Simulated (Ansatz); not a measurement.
**IrO2 (P4_2/mnm): cell relaxations under several functionals, by script**

A script is to give cell relaxations under several functionals; the system is IrO2 (P4_2/mnm).

A COD entry behind a cell of this session may itself be a prediction, so a difference from it is no test against experiment.

All numbers are computed with the Python package of Ansatz 0.2.0. The levels of theory stand in the script.

## 1. The structure

The structure is tetragonal, space group P4_2/mnm (No. 136). Conventional cell: a = 4.505 Å, b = 4.505 Å, c = 3.159 Å, α = 90.00°, β = 90.00°, γ = 90.00°. Ir (site symmetry mmm) has 6 O at 1.96 to 2.00 Å as nearest neighbours. Around O (site symmetry m2m) lie 3 Ir at 1.96 to 2.00 Å.

No structure file is read: the coordinates are typed or built in the script.

## 2. Script

iro2.py reads:

```python
"""Relaxed cell of IrO2 under several functionals."""

import ansatz as az
from ase import Atoms
import numpy as np

KGRID = (7, 7, 9)
TOLERANCE = 1e-09
MAX_ITERATIONS = 200
N_EMPTY = 16
SMEARING = "Marzari-Vanderbilt"
SMEARING_WIDTH = 0.1
MIXING_BETA = 0.5
FORCE_TOL = 0.001

def edges_and_angles(cell):
    cell = np.asarray(cell)
    a, b, c = np.linalg.norm(cell, axis=1)
    cosines = cell[1] @ cell[2] / (b * c), cell[0] @ cell[2] / (a * c), cell[0] @ cell[1] / (a * b)
    return (a, b, c, *np.degrees(np.arccos(cosines)))

atoms = Atoms(
    ["Ir", "Ir", "O", "O", "O", "O"],
    scaled_positions=[
        (0.0, 0.0, 0.0),
        (0.5, 0.5, 0.5),
        (0.3077, 0.3077, 0.0),
        (0.1923, 0.8077, 0.5),
        (0.6923, 0.6923, 0.0),
        (0.8077, 0.1923, 0.5),
    ],
    cell=[
        (4.5051, 0.0, 0.0),
        (0.0, 4.5051, 0.0),
        (0.0, 0.0, 3.1586),
    ],
    pbc=True,
)
xtal = az.Crystal.from_ase(atoms)

model = (
    xtal.calculation()
    .kpoints(*KGRID)
    .scf(tolerance=TOLERANCE, max_iterations=MAX_ITERATIONS, extra_bands=N_EMPTY)
    .occupations(SMEARING, width=SMEARING_WIDTH)
    .mixing("msr1", beta=MIXING_BETA)
    .basis(14 * az.Ha)
    .relax(cell=True, force_tolerance=FORCE_TOL, max_displacement=0.05)
)

levels = [("r2scan", "d4"), ("pbe", "none"), ("revpbe", "d3bj"), ("r2scan", "rvv10")]
print("level            a       b       c    alpha   beta  gamma  V/atom  steps")
for name, dispersion in levels:
    seen = []
    run = model.functional(name, dispersion=dispersion).session().plan()
    outcome = run.execute(on_event=lambda e: seen.append(e) if e["event"] == "relax_step" else None)
    cell = outcome.lattice.cell_ang
    label = name if dispersion == "none" else f"{name}+{dispersion}"
    print("{:13s} {:7.4f} {:7.4f} {:7.4f} {:6.2f} {:6.2f} {:6.2f}".format(label, *edges_and_angles(cell)), f"{abs(np.linalg.det(cell)) / len(outcome.lattice.sites):7.3f} {len(seen):5d}")
```

## 3. Running it

Run with:

```console
python iro2.py
```

**Question.** Rank the levels of theory by the volume of the relaxed cell.

The runs gave:

| quantity | value |
| --- | --- |
| runs compared | 4 |
| IrO2 (run 1): relaxed volume, space group | 10.56 Å³/atom, P4_2/mnm |
| IrO2 (run 2): relaxed volume, space group | 10.87 Å³/atom, P4_2/mnm |
| IrO2 (run 3): relaxed volume, space group | 10.72 Å³/atom, P4_2/mnm |
| IrO2 (run 4): relaxed volume, space group | 10.53 Å³/atom, P4_2/mnm |

**Reading.** Runs 1, 4: each has a cutoff under the recommended one, so what rests on them isn't a property of the system. From smallest to largest: r2SCAN+RVV10 (10.53 Å³ an atom, -1.4 % against the start), r2SCAN+D4 (10.56 Å³ an atom, -1.2 % against the start), revPBE+D3BJ (10.72 Å³ an atom, +0.4 % against the start) and PBE (10.87 Å³ an atom, +1.7 % against the start). The spread is 3.2 % in volume. What to keep in mind:
- The cutoff lies under the one recommended for these potentials.
- No spin polarisation was allowed.
- Spin-orbit coupling, which matters for elements this heavy, is left out.
